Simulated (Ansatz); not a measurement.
Computed with DFT PBE, scalar-relativistic, plane waves, PAW (Ansatz). All cells share a 420 eV cutoff and Γ-centred k meshes spaced at most about 0.3 Å⁻¹ (about 0.25 or finer for metals, 2π included). No spin polarisation.

Temperature and zero-point effects are left out.

Two forms of W5C were relaxed alike.

1.

```
CELL_PARAMETERS angstrom
-1.57088 1.57088 8.82889
1.57088 -1.57088 8.82889
1.57088 1.57088 -8.82889
ATOMIC_POSITIONS crystal
W 0.61677 0.61677 0.00000
W 0.38323 0.38323 0.00000
W 0.00000 0.00000 0.00000
W 0.79685 0.79685 0.00000
W 0.20314 0.20314 0.00000
C 0.50000 0.50000 0.00000
```

2.

```
CELL_PARAMETERS angstrom
-3.20597 3.20597 2.11842
3.20597 -3.20597 2.11842
3.20597 3.20597 -2.11842
ATOMIC_POSITIONS crystal
W 0.00000 0.00000 0.00000
W 0.19212 0.61226 0.80437
W 0.38774 0.19212 0.57986
W 0.80788 0.38774 0.19563
W 0.61226 0.80788 0.42014
C 0.50000 0.50000 0.00000
```

**Question.** Which would you expect to be lower, and how large is the difference?

**Answer.** Cell 1 is lower, by 34 meV/atom. Cell 1 has space group I4/mmm (No. 139), 14.5 Å³/atom and no gap on its mesh; cell 2 has space group I4/m (No. 87), 14.5 Å³/atom and no gap. Counting W atoms around C (those within 1.25 times the shortest such distance or 1.15 times the sum of covalent radii, 1.27 where that leaves under three), cell 1 and cell 2 both have C 6. Even the lower one lies +0.16 eV/atom against the reference forms of the elements (uncorrected), so neither is stable at this level. Both come from invented guesses.

These runs have no spin–orbit coupling, which can matter for W. Cells relaxed within their symmetry can be saddle points.
